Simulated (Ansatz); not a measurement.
# TaN (Fm-3m): modes against biaxial strain in the (111) plane

Aim: how do the optical modes of TaN (Fm-3m) shift and split under this strain?

Program: Ansatz 0.2.0. Level of theory: DFT LDA, scalar-relativistic, plane waves, PAW; PAW set soft_1. Results are calculated unless marked as measured.

### 1. Starting point

The structure is cubic, space group Fm-3m (No. 225). The conventional cell has a = 4.358 Å, b = 4.358 Å, c = 4.358 Å, α = 90.00°, β = 90.00°, γ = 90.00°. N has 6 Ta at 2.18 Å nearest. Ta has 6 N at 2.18 Å nearest. Farther neighbours and most contacts between anions are not listed.

### 2. Bringing the structure to rest

The cell and atoms are relaxed, since residual forces and stress would shift the frequencies.

Contents of input.yaml:

```yaml
crystal:
  lattice:
    - [0.0, 2.179, 2.179]
    - [2.179, 0.0, 2.179]
    - [2.179, 2.179, 0.0]
  atoms:
    - { symbol: "N", position: [0.0, 0.0, 0.0] }
    - { symbol: Ta, position: [0.5, 0.5, 0.5] }
kpoints:
  mp_grid: { grid: [16, 16, 16] }
hamiltonian:
  xc: lda
  pseudopotentials: { kind: paw, azcp: { folder: soft_1 }, xc_functional: pbe }
scf:
  occupations: { method: gaussian, width: 0.1 }
output:
  forces: true
  stress: true
  eigenvalues: true
  write_density: true
  write_potential: true
  elf: true
  volumetric_format: npy
relax:
  adjacent_minimum: "off"
  f_tol: 0.005
  max_steps: 80
  cell: { stress_tol: 0.05 }
```

Started as:

```
> ansatz run input.yaml --threads 4 --pin off --max-ram 10240MiB --backend cpu --events-out ev --progress --plain --runs-dir out
```

Numbers of over 12 decimals in the logs are rounded to 6 here.

What it wrote:

```text
Engine: ansatz 0.2.0, aarch64-unknown-linux-gnu
Pseudopotentials: kind: paw
Pseudopotential: N, paw, valence charge 5, recommended cutoff 420 eV (normal), soft_1/N.paw.azcp
Pseudopotential: Ta, paw, valence charge 13, recommended cutoff 420 eV (normal), soft_1/Ta.paw.azcp
Functional definition: SPW92
  exchange = slater_x
  correlation = pw_c
Crystal: 2 atoms, lattice volume = 20.692 Å³
Basis set: ecut = 420 eV, 411 PW (Γ)
Bands: 13, of which v1, the nominal top of the filled ones, is band 9 counted from 1 (8 counted from 0)
Symmetry: 48 space group operations
Space group: Fm-3m (ITA 225), of the structure as read, at distance tolerance 2.7e-5 Å
k-points: 145 of 4096
Non-local potential: N, projectors of the file, l = 0: 2, l = 1: 2, l = 2: 1
Non-local potential: Ta, projectors of the file, l = 0: 3, l = 1: 2, l = 2: 2, l = 3: 1
PAW form: soft (Blöchl's): semilocal exchange-correlation on the pseudo side does not see the compensation charge
PAW frozen core: N, regenerated for the run's functional, and the local potential with it (the file was generated under x = pbe(κ = 0.804, μ = 0.219515), c = pbe(β = 0.066725))
PAW frozen core: Ta, regenerated for the run's functional, and the local potential with it (the file was generated under x = pbe(κ = 0.804, μ = 0.219515), c = pbe(β = 0.066725))
PAW one-centre angular grid: N, 110 points (default); XC on 64 Gauss nodes
PAW one-centre angular grid: Ta, 590 points (default); XC on 64 Gauss nodes
Initial density: superposition of atomic densities (chi_scale 0.1, normalization cell, long waves kept (reshape's long-wave potential 0.00 eV rms))
Initial wavefunctions: pseudopotential atomic-orbital guess
Functional: x = slater, c = lda
SCF iter   1: F=—  HF=-10059.589000 eV  |F-HF|=—  |Δ(HF+E_count)|=         —  Δρ=5.04e-2  dr2=5.40e-1  ethr=3.10e-3  ⟨swp⟩=5.1  Hψ=19754  notcnv=0
automatic band count: the SCF goes on with 17 bands, as 13 were too few: the levels above may hold too much charge
preconditioner: auto → none  [metal: Δε(μ)=0.017 eV  Ē_g=16.107 eV  σ=0.100 eV  W_gap=0.10  n_scr=8 (ndim 8)  ℏωp=25.8 eV  f_vac=0.000  D(μ)=1.01/eV (n_scr^D=14)  sad-step TF]
SCF iter   2: F=—  HF=-10059.542095 eV  |F-HF|=—  |Δ(HF+E_count)|=   4.69e-2  Δρ=3.55e-2  dr2=3.00e-1  ethr=3.00e-3  ⟨swp⟩=1.0  Hψ=3625  notcnv=0  defer=3
SCF iter   3: F=—  HF=-10059.468941 eV  |F-HF|=—  |Δ(HF+E_count)|=   7.32e-2  Δρ=2.88e-3  dr2=4.11e-4  ethr=1.67e-3  ⟨swp⟩=2.4  Hψ=3319  notcnv=0  defer=27
SCF iter   4: F=—  HF=-10059.469091 eV  |F-HF|=—  |Δ(HF+E_count)|=   1.50e-4  Δρ=6.18e-4  dr2=9.98e-5  ethr=2.28e-6  ⟨swp⟩=2.7  Hψ=4614  notcnv=0  defer=273
SCF iter   5: F=—  HF=-10059.469066 eV  |F-HF|=—  |Δ(HF+E_count)|=   2.48e-5  Δρ=6.06e-5  dr2=6.52e-7  ethr=5.54e-7  ⟨swp⟩=2.4  Hψ=2975  notcnv=0  defer=287
SCF iter   6: F=-10059.469066 eV  HF=-10059.469066 eV  |F-HF|=3.23e-9  |Δ(HF+E_count)|=   1.26e-7  Δρ=6.29e-6  dr2=5.10e-9  ethr=5.56e-10  ⟨swp⟩=12.0  Hψ=15451  notcnv=0
SCF 1 converged in 6 iterations: F = -10059.469066 eV  dr2 = 5.10e-9
  greatest PAW one-centre occupation: 0.999 electrons in one spin orbital (limit 2), on the Ta atom at site 1 (counted from 0), in its partial waves of l = 0
relax step   1: F+E_penalty+E_count = -10059.46906566 eV  Δ(F+E_penalty+E_count) = +0.000e0 eV  max|allowed force component| = 1.926e-29 eV/Å  Δτ_max = 0.0000 Å  P = -2.641 GPa  Ω = 20.692 Å³  (6 SCF iters, dr2 threshold 1.00e-7 eV, accepted)
Crystal: 2 atoms, lattice volume = 20.489 Å³
Bands: 17, of which v1, the nominal top of the filled ones, is band 9 counted from 1 (8 counted from 0)
Initial density: handed on by an earlier stage of this run
Initial wavefunctions: those handed on with the density
iter 1 solved again at ethr=3.88e-6 eV; its pass at ethr=3.10e-3 eV (dr2=6.98e-4 eV) is discarded
SCF iter   1: F=—  HF=-10059.470751 eV  |F-HF|=—  |Δ(HF+E_count)|=         —  Δρ=1.82e-3  dr2=6.74e-4  ethr=3.88e-6  ⟨swp⟩=1.6  Hψ=12097  notcnv=0
preconditioner: auto → none  [metal: Δε(μ)=0.021 eV  Ē_g=15.966 eV  σ=0.100 eV  W_gap=0.12  n_scr=8 (ndim 8)  ℏωp=25.9 eV  f_vac=0.000  D(μ)=1.10/eV (n_scr^D=14)]
SCF iter   2: F=—  HF=-10059.470602 eV  |F-HF|=—  |Δ(HF+E_count)|=   1.50e-4  Δρ=6.90e-4  dr2=1.13e-4  ethr=3.74e-6  ⟨swp⟩=1.0  Hψ=2465  notcnv=0
SCF iter   3: F=—  HF=-10059.470572 eV  |F-HF|=—  |Δ(HF+E_count)|=   3.02e-5  Δρ=8.41e-5  dr2=1.21e-6  ethr=6.28e-7  ⟨swp⟩=1.1  Hψ=2523  notcnv=0
iter 4 did not close the SCF: its close was put off for the readings that it lacked (scf_convergence_deferred on its scf_iter line)
SCF iter   4: F=-10059.470571 eV  HF=-10059.470571 eV  |F-HF|=1.06e-8  |Δ(HF+E_count)|=   3.52e-7  Δρ=1.02e-5  dr2=1.70e-8  ethr=6.74e-9  ⟨swp⟩=1.1  Hψ=2494  notcnv=0
iter 5 did not close the SCF: its close was put off for the readings that it lacked (scf_convergence_deferred on its scf_iter line)
SCF iter   5: F=-10059.470571 eV  HF=-10059.470571 eV  |F-HF|=1.13e-10  |Δ(HF+E_count)|=   1.39e-9  Δρ=1.27e-6  dr2=2.13e-10  ethr=9.46e-11  ⟨swp⟩=2.3  Hψ=3109  notcnv=0
SCF iter   6: F=-10059.470571 eV  HF=-10059.470571 eV  |F-HF|=0.00e0  |Δ(HF+E_count)|=  1.09e-11  Δρ=1.58e-7  dr2=3.67e-12  ethr=1.19e-12  ⟨swp⟩=4.0  Hψ=9757  notcnv=0
SCF 2 converged in 6 iterations: F = -10059.470571 eV  dr2 = 3.67e-12
relax step   2: F+E_penalty+E_count = -10059.47057124 eV  Δ(F+E_penalty+E_count) = -1.506e-3 eV  max|allowed force component| = 9.581e-30 eV/Å  Δτ_max = 0.0000 Å  P = +1.075 GPa  Ω = 20.489 Å³  energy of the carried Pulay correction = +4.916e-4 eV  (6 SCF iters, dr2 threshold 2.00e-7 eV, accepted)
Crystal: 2 atoms, lattice volume = 20.547 Å³
iter 1 solved again at ethr=3.33e-7 eV; its pass at ethr=3.10e-3 eV (dr2=5.99e-5 eV) is discarded
SCF iter   1: F=—  HF=-10059.470638 eV  |F-HF|=—  |Δ(HF+E_count)|=         —  Δρ=5.31e-4  dr2=5.76e-5  ethr=3.33e-7  ⟨swp⟩=1.0  Hψ=11387  notcnv=0
preconditioner: auto → none  [metal: Δε(μ)=0.020 eV  Ē_g=15.919 eV  σ=0.100 eV  W_gap=0.11  n_scr=8 (ndim 8)  ℏωp=25.9 eV  f_vac=0.000  D(μ)=1.10/eV (n_scr^D=14)]
SCF iter   2: F=—  HF=-10059.470625 eV  |F-HF|=—  |Δ(HF+E_count)|=   1.29e-5  Δρ=2.02e-4  dr2=9.70e-6  ethr=3.20e-7  ⟨swp⟩=1.0  Hψ=2465  notcnv=0
iter 3 did not close the SCF: its close was put off for the readings that it lacked (scf_convergence_deferred on its scf_iter line)
SCF iter   3: F=-10059.470623 eV  HF=-10059.470623 eV  |F-HF|=6.97e-8  |Δ(HF+E_count)|=   2.53e-6  Δρ=2.45e-5  dr2=1.04e-7  ethr=5.39e-8  ⟨swp⟩=1.1  Hψ=2523  notcnv=0
iter 4 did not close the SCF: its close was put off for the readings that it lacked (scf_convergence_deferred on its scf_iter line)
SCF iter   4: F=-10059.470623 eV  HF=-10059.470623 eV  |F-HF|=9.08e-10  |Δ(HF+E_count)|=   3.01e-8  Δρ=2.98e-6  dr2=1.45e-9  ethr=5.77e-10  ⟨swp⟩=1.1  Hψ=2495  notcnv=0
iter 5 did not close the SCF: its close was put off for the readings that it lacked (scf_convergence_deferred on its scf_iter line)
SCF iter   5: F=-10059.470623 eV  HF=-10059.470623 eV  |F-HF|=9.09e-12  |Δ(HF+E_count)|=  5.82e-11  Δρ=3.65e-7  dr2=1.74e-11  ethr=8.08e-12  ⟨swp⟩=2.3  Hψ=3080  notcnv=0
SCF iter   6: F=-10059.470623 eV  HF=-10059.470623 eV  |F-HF|=1.82e-12  |Δ(HF+E_count)|=    0.00e0  Δρ=4.58e-8  dr2=3.10e-13  ethr=1.00e-12  ⟨swp⟩=4.0  Hψ=8731  notcnv=0
SCF 3 converged in 6 iterations: F = -10059.470623 eV  dr2 = 3.10e-13
relax step   3: F+E_penalty+E_count = -10059.47062265 eV  Δ(F+E_penalty+E_count) = -5.141e-5 eV  max|allowed force component| = 1.147e-29 eV/Å  Δτ_max = 0.0000 Å  P = -0.013 GPa  Ω = 20.547 Å³  energy of the carried Pulay correction = +3.498e-4 eV  (6 SCF iters, dr2 threshold 2.00e-7 eV, accepted)
Initial wavefunctions: pseudopotential atomic-orbital guess (no wavefunctions were taken with the density)
iter 1 solved again at ethr=1.59e-8 eV; its pass at ethr=3.10e-3 eV (dr2=2.87e-6 eV) is discarded
SCF iter   1: F=—  HF=-10059.470284 eV  |F-HF|=—  |Δ(HF+E_count)|=         —  Δρ=3.76e-5  dr2=4.44e-8  ethr=1.59e-8  ⟨swp⟩=3.0  Hψ=17457  notcnv=0
preconditioner: auto → none  [metal: Δε(μ)=0.021 eV  Ē_g=15.921 eV  σ=0.100 eV  W_gap=0.11  n_scr=8 (ndim 8)  ℏωp=25.9 eV  f_vac=0.000  D(μ)=1.10/eV (n_scr^D=14)]
SCF iter   2: F=—  HF=-10059.470284 eV  |F-HF|=—  |Δ(HF+E_count)|=   1.46e-7  Δρ=1.77e-5  dr2=7.56e-9  ethr=2.47e-10  ⟨swp⟩=2.1  Hψ=3228  notcnv=0
SCF iter   3: F=—  HF=-10059.470284 eV  |F-HF|=—  |Δ(HF+E_count)|=   3.40e-9  Δρ=1.72e-6  dr2=1.02e-10  ethr=4.20e-11  ⟨swp⟩=2.5  Hψ=3111  notcnv=0
iter 4 did not close the SCF: its close was put off for the readings that it lacked (scf_convergence_deferred on its scf_iter line)
SCF iter   4: F=-10059.470284 eV  HF=-10059.470284 eV  |F-HF|=5.46e-12  |Δ(HF+E_count)|=  5.46e-11  Δρ=8.62e-8  dr2=6.99e-13  ethr=1.00e-12  ⟨swp⟩=1.1  Hψ=2563  notcnv=0
iter 5 did not close the SCF: its close was put off for the readings that it lacked (scf_convergence_deferred on its scf_iter line)
SCF iter   5: F=-10059.470284 eV  HF=-10059.470284 eV  |F-HF|=1.82e-12  |Δ(HF+E_count)|=  1.82e-12  Δρ=1.68e-8  dr2=1.28e-14  ethr=1.00e-12  ⟨swp⟩=1.0  Hψ=2465  notcnv=0
iter 6 did not close the SCF: its close was put off for the readings that it lacked (scf_convergence_deferred on its scf_iter line)
SCF iter   6: F=-10059.470284 eV  HF=-10059.470284 eV  |F-HF|=1.82e-12  |Δ(HF+E_count)|=  1.82e-12  Δρ=1.97e-9  dr2=7.06e-16  ethr=1.00e-12  ⟨swp⟩=1.0  Hψ=2465  notcnv=0
iter 7 did not close the SCF: its close was put off for the readings that it lacked (scf_convergence_deferred on its scf_iter line)
SCF iter   7: F=-10059.470284 eV  HF=-10059.470284 eV  |F-HF|=3.64e-12  |Δ(HF+E_count)|=  1.82e-12  Δρ=2.32e-10  dr2=6.44e-18  ethr=1.00e-12  ⟨swp⟩=1.0  Hψ=2465  notcnv=0
SCF iter   8: F=-10059.470284 eV  HF=-10059.470284 eV  |F-HF|=1.82e-12  |Δ(HF+E_count)|=    0.00e0  Δρ=4.77e-11  dr2=3.81e-19  ethr=1.00e-12  ⟨swp⟩=1.2  Hψ=5599  notcnv=0
SCF 4 converged in 8 iterations: F = -10059.470284 eV  dr2 = 3.81e-19
relax step   4: F+E_penalty+E_count = -10059.47028415 eV  Δ(F+E_penalty+E_count) = +3.385e-4 eV  max|allowed force component| = 9.138e-30 eV/Å  Δτ_max = 0.0000 Å  P = -0.039 GPa  Ω = 20.547 Å³  stress off target by 3.86e-2 GPa  SCF on the basis re-selected at this cell (its energy is not comparable with the rows above)  (8 SCF iters)
basis re-selected at this cell: Δ(F+E_penalty+E_count) = +3.385e-4 eV, ΔP = -0.026 GPa vs the last step (what re-selecting the basis moved, of the pressure what is left beyond the Pulay correction that the steps carried, after the strain that the cell walked since its last selection, with what the two solves' SCF thresholds leave and, on support functions, any second-order correction that the steps lacked; it is no m [...]
SCF converged after 8 iterations
Free energy (F): -10059.470284 eV
Harris-Foulkes:  -10059.470284 eV  (|F-HF|=1.82e-12)
Internal energy: -10059.464776 eV  (E = F + TS)
E sigma→0 (E₀):  -10059.467530 eV
Entropy (-TS):   -0.005508 eV (-2.754 meV/atom)
Fermi energy:    21.998710 eV
--- Per-component energies (eV) ---
  E_band       = -38.710180
  E_kinetic    = 527.547031
  E_local      = -551.894184  (includes V_loc(G=0)·N_el)
  E_nonlocal   = 30.479611
  E_hartree    = 197.967071
  E_xc         = -379.506949
  E_vxc        = -311.814510  (∫ρ·V_xc dr)
  E_paw        = -8176.883104  (= ΣΔE_a)
  E_vpaw       = -128.963125  (= ΣTr[D̂ρ^β])
  E_aug_tail   = 0.000854  (compensation charges beyond the density's cutoff)
  E_ewald      = -1707.514147
  E_core_change = 0.339041  (= ΣΔE_core)
  E_smearing   = -0.005508  (= −TS)
  E_closure    = 0.000000  (closes the sum)
  Σ components = -10059.470284   (vs F -10059.470284, Δ=0.00e0)
--- Forces (eV/Å), atoms counted from 1 ---
  atom   1  N     -0.00000000     0.00000000     0.00000000
  atom   2  Ta     0.00000000    -0.00000000     0.00000000
  max |Σ_I F_I| component: 1.85e-29 eV/Å
--- Stress (GPa, compression-positive) ---
       -0.038565      -0.000000      -0.000000
       -0.000000      -0.038565      -0.000000
       -0.000000      -0.000000      -0.038565
  P = ⅓ Tr σ = -0.0386 GPa (-0.386 kbar)
--- Band table (eV; the first three rows and the last of 145) ---
  k-point 0: bands = [... 5 lower, 18.1196, 18.1196, 18.1196, 19.7958, 19.7958, 19.7958, 22.0374, 22.0374, ... 4 higher]
  k-point 1: bands = [... 5 lower, 17.6002, 17.7577, 17.7577, 19.9613, 19.9613, 20.0411, 22.4522, 22.4522, ... 4 higher]
  k-point 2: bands = [... 5 lower, 16.5514, 17.0166, 17.0166, 20.3438, 20.3438, 20.4068, 23.4542, 23.4542, ... 4 higher]
  k-point 144: bands = [... 5 lower, 14.3553, 15.1562, 15.1562, 21.8119, 21.8119, 25.7725, 26.4135, 26.7438, ... 4 higher]
--- Relaxed structure (3 steps of the walk, 3 accepted, 1 SCFs on fresh bases) ---
  F+E_penalty+E_count = -10059.47028415 eV   max|allowed force component| = 9.138e-30 eV/Å   (the final SCF, on the basis selected at the relaxed cell)
  cell:  # Å, volume = 20.5471 Å³
    - [0, 2.173904, 2.173904]
    - [2.173904, 0, 2.173904]
    - [2.173904, 2.173904, 0]
  atoms:
    - { symbol: N, position: [0, 0, 0] }
    - { symbol: Ta, position: [0.5, 0.5, 0.5] }
```

The job ended after 3.9 s (4 threads of Arm Neoverse V1, shared host; peak memory 0.35 GiB).

Relaxation path:

| step | energy less that of the first step (eV) | largest force component (eV/Å) | pressure (GPa) | volume (Å³) |
| --- | --- | --- | --- | --- |
| 1 | 0.0000 | 0.0000 | -2.64 | 20.69 |
| 2 | -0.0015 | 0.0000 | 1.08 | 20.49 |
| 3 | -0.0016 | 0.0000 | -0.01 | 20.55 |
| 4* | -0.0012 | 0.0000 | -0.04 | 20.55 |

Relaxation steps marked * repeat the geometry before them on a plane-wave basis chosen anew for their cell, so energy and pressure can jump there.

The run keeps the 48 symmetry operations that it works with, so distortions that break them were not tested.

| conventional cell, symmetrised | before | after | change |
| --- | --- | --- | --- |
| a (Å) | 4.358 | 4.348 | -0.2 % |
| b (Å) | 4.358 | 4.348 | -0.2 % |
| c (Å) | 4.358 | 4.348 | -0.2 % |
| volume (Å³/atom) | 10.35 | 10.27 | -0.7 % |

Final coordinates:

```cif
data_structure
_symmetry_space_group_name_H-M 'P 1'
_symmetry_Int_Tables_number 1
_cell_length_a 3.0744
_cell_length_b 3.0744
_cell_length_c 3.0744
_cell_angle_alpha 60.000
_cell_angle_beta 60.000
_cell_angle_gamma 60.000
_cell_volume 20.55
loop_
_atom_site_label
_atom_site_type_symbol
_atom_site_fract_x
_atom_site_fract_y
_atom_site_fract_z
_atom_site_occupancy
N1 N 0.00000 0.00000 0.00000 1
Ta2 Ta 0.50000 0.50000 0.50000 1
```

Numbers from this step:

| Item | Value |
| --- | --- |
| pressure | -0.03856 GPa |
| volume per atom | 10.27 Å³ |
| gap on the k-mesh | 0 eV |

Valence density in the ac plane of the conventional cell at fractional y = 0.000, with atoms of N and Ta within 0.2 Å of it. It is the smooth field of the valence electrons, not physical close to the nuclei.

Values in e/Å³, 14 rows by 14 columns, each cell a mean:
```
3.4 2.5 1.1 0.6 1.1 3.3 4.6 4.3 4.3 2.1 0.7 0.7 1.7 3.1
1.9 1.3 0.7 0.4 0.6 1.8 3.3 3.6 2.7 1.1 0.5 0.5 0.9 1.7
0.8 0.6 0.4 0.3 0.3 0.6 1.1 1.3 0.9 0.5 0.3 0.3 0.5 0.7
0.8 0.6 0.4 0.3 0.3 0.4 0.6 0.6 0.5 0.3 0.3 0.3 0.5 0.7
2.4 1.7 0.7 0.4 0.4 0.7 1.1 1.3 0.9 0.5 0.3 0.5 1.1 2.1
4.5 3.8 1.7 0.6 0.6 1.3 2.5 2.9 2.0 0.9 0.5 0.9 2.7 4.3
3.7 4.5 2.4 0.8 0.8 1.9 3.4 3.4 2.9 1.3 0.6 1.3 3.6 4.3
4.3 4.3 2.1 0.7 0.7 1.7 3.1 3.4 2.5 1.1 0.6 1.1 3.3 4.6
3.6 2.7 1.1 0.5 0.5 0.9 1.7 1.9 1.3 0.7 0.4 0.6 1.8 3.3
1.3 0.9 0.5 0.3 0.3 0.5 0.7 0.8 0.6 0.4 0.3 0.3 0.6 1.1
0.6 0.5 0.3 0.3 0.3 0.5 0.7 0.8 0.6 0.4 0.3 0.3 0.4 0.6
1.3 0.9 0.5 0.3 0.5 1.1 2.1 2.4 1.7 0.7 0.4 0.4 0.7 1.1
2.9 2.0 0.9 0.5 0.9 2.7 4.3 4.5 3.8 1.7 0.6 0.6 1.3 2.5
3.4 2.9 1.3 0.6 1.3 3.6 4.3 3.7 4.5 2.4 0.8 0.8 1.9 3.4
```
Columns run along a (4.3 Å), rows up along c (4.3 Å), edges of the conventional cell, whose origin can differ from the input's. Atoms in or near the plane, at fractional coordinates: N at (0.00, 0.00), N at (0.50, 0.50), Ta at (0.50, 0.00), Ta at (0.00, 0.50).

Electrostatic potential energy in the ac plane of the conventional cell at fractional y = 0.000, with atoms of N and Ta within 0.2 Å of it. With pseudopotentials it is smooth inside the atoms' cores, unlike the true potential.

Values in eV, 14 rows by 14 columns, each cell a mean:
```
-33 -17   8  13  -2 -26 -41 -44 -36 -15   7  14  -3 -27
 -8   4  17  16   7 -11 -26 -29 -20  -2  12  18  12  -3
 13  16  19  18  15   7  -2  -4   2  11  17  19  18  14
  5   9  15  18  18  16  13  12  15  17  19  17  12   7
-18 -10   4  15  19  17   8   5  12  18  17  11  -2 -15
-39 -30 -10   9  16   4 -17 -23  -8  12  15   2 -20 -36
-44 -39 -18   5  13  -8 -33 -39 -23   5  12  -4 -29 -44
-44 -36 -15   7  14  -3 -27 -33 -17   8  13  -2 -26 -41
-29 -20  -2  12  18  12  -3  -8   4  17  16   7 -11 -26
 -4   2  11  17  19  18  14  13  16  19  18  15   7  -2
 12  15  17  19  17  12   7   5   9  15  18  18  16  13
  5  12  18  17  11  -2 -15 -18 -10   4  15  19  17   8
-23  -8  12  15   2 -20 -36 -39 -30 -10   9  16   4 -17
-39 -23   5  12  -4 -29 -44 -44 -39 -18   5  13  -8 -33
```
Columns run along a (4.3 Å; values clipped at the 3rd and 97th percentile), rows up along c (4.3 Å), edges of the conventional cell, whose origin can differ from the input's. Atoms in or near the plane, at fractional coordinates: N at (0.00, 0.00), N at (0.50, 0.50), Ta at (0.50, 0.00), Ta at (0.00, 0.50).

ELF in the ac plane of the conventional cell at fractional y = 0.000, with atoms of N and Ta within 0.2 Å of it. It is the smooth field of the valence electrons, not physical close to the nuclei.

Values, 14 rows by 14 columns, each cell a mean:
```
0.38 0.68 0.70 0.33 0.36 0.68 0.50 0.38 0.67 0.57 0.25 0.51 0.75 0.50
0.74 0.76 0.61 0.29 0.27 0.57 0.68 0.67 0.67 0.42 0.21 0.44 0.70 0.75
0.53 0.48 0.37 0.24 0.19 0.27 0.36 0.37 0.31 0.21 0.20 0.31 0.44 0.51
0.27 0.24 0.20 0.20 0.24 0.29 0.33 0.34 0.32 0.27 0.23 0.20 0.21 0.25
0.58 0.52 0.32 0.20 0.37 0.61 0.70 0.71 0.67 0.52 0.27 0.21 0.42 0.57
0.57 0.70 0.52 0.24 0.48 0.76 0.68 0.58 0.72 0.67 0.32 0.31 0.67 0.67
0.17 0.57 0.58 0.27 0.53 0.74 0.38 0.17 0.58 0.71 0.34 0.37 0.67 0.38
0.38 0.67 0.57 0.25 0.51 0.75 0.50 0.38 0.68 0.70 0.33 0.36 0.68 0.50
0.67 0.67 0.42 0.21 0.44 0.70 0.75 0.74 0.76 0.61 0.29 0.27 0.57 0.68
0.37 0.31 0.21 0.20 0.31 0.44 0.51 0.53 0.48 0.37 0.24 0.19 0.27 0.36
0.34 0.32 0.27 0.23 0.20 0.21 0.25 0.27 0.24 0.20 0.20 0.24 0.29 0.33
0.71 0.67 0.52 0.27 0.21 0.42 0.57 0.58 0.52 0.32 0.20 0.37 0.61 0.70
0.58 0.72 0.67 0.32 0.31 0.67 0.67 0.57 0.70 0.52 0.24 0.48 0.76 0.68
0.17 0.58 0.71 0.34 0.37 0.67 0.38 0.17 0.57 0.58 0.27 0.53 0.74 0.38
```
Columns run along a (4.3 Å), rows up along c (4.3 Å), edges of the conventional cell, whose origin can differ from the input's. Atoms in or near the plane, at fractional coordinates: N at (0.00, 0.00), N at (0.50, 0.50), Ta at (0.50, 0.00), Ta at (0.00, 0.50).

In this step the volume went from 10.35 to 10.27 Å³/atom.

### 3. Tight relaxation

Phonons need small forces and stress, so the relaxation is finished with tight tolerances on 16×16×16 k points.

input.yaml, the sections that differ from step 2:

```yaml
crystal:
  lattice:
    - [0.0, 2.1739036719, 2.1739036719]
    - [2.1739036719, 0.0, 2.1739036719]
    - [2.1739036719, 2.1739036719, 0.0]
  atoms:
    - { symbol: "N", position: [0.0, 0.0, 0.0] }
    - { symbol: Ta, position: [0.5, 0.5, 0.5] }
scf:
  occupations: { method: methfessel_paxton, width: 0.2 }
output:
  forces: true
  stress: true
  eigenvalues: true
relax:
  adjacent_minimum: "off"
  f_tol: 0.001
  max_steps: 60
  cell: { stress_tol: 0.01 }
# kpoints, hamiltonian: as in step 2
```

What it wrote:

```text
[...]
Crystal: 2 atoms, lattice volume = 20.547 Å³
Basis set: ecut = 420 eV, 411 PW (Γ)
Bands: 13, of which v1, the nominal top of the filled ones, is band 9 counted from 1 (8 counted from 0)
Symmetry: 48 space group operations
[...]
k-points: 145 of 4096
[...]
k-point 144: bands = [... 5 lower, 14.3578, 15.1589, 15.1589, 21.8150, 21.8150, 25.7762, 26.4177, 26.7478, ... 4 higher]
--- Relaxed structure (3 steps of the walk, 3 accepted, 1 SCFs on fresh bases) ---
[...]
cell:  # Å, volume = 20.5444 Å³
    - [0, 2.173808, 2.173808]
    - [2.173808, 0, 2.173808]
    - [2.173808, 2.173808, 0]
  atoms:
    - { symbol: N, position: [0, 0, 0] }
    - { symbol: Ta, position: [0.500000, 0.500000, 0.500000] }
[key lines of the parts left out:]
SCF converged after 3 iterations
Free energy (F): -10059.468552 eV
Fermi energy:    22.001754 eV
P = ⅓ Tr σ = -0.0005 GPa (-0.005 kbar)
```

Wall time 3.4 s (4 threads); peak memory 0.34 GiB; 12 s of CPU time.

Little changed from the start: no atom moved by 0.005 Å and no cell edge by 0.1 %.

Numbers from this step:

```
pressure : -4.76e-4 GPa
```

The forces vanish by symmetry and the pressure is 0.000 GPa, within the tolerances set. The cell now holds 10.27 Å³/atom.

(Continued in part 2 of 2.)

[Logs are printed without paths, hosts, clocks, repeated set-up lines and the standing remarks that a program may print on its own settings, such as how far it seeks lower states.]

[Hosts, paths, dates, database ids (printed as entryN), source tags and the programs' standing remarks are cut or masked in the printed files.]
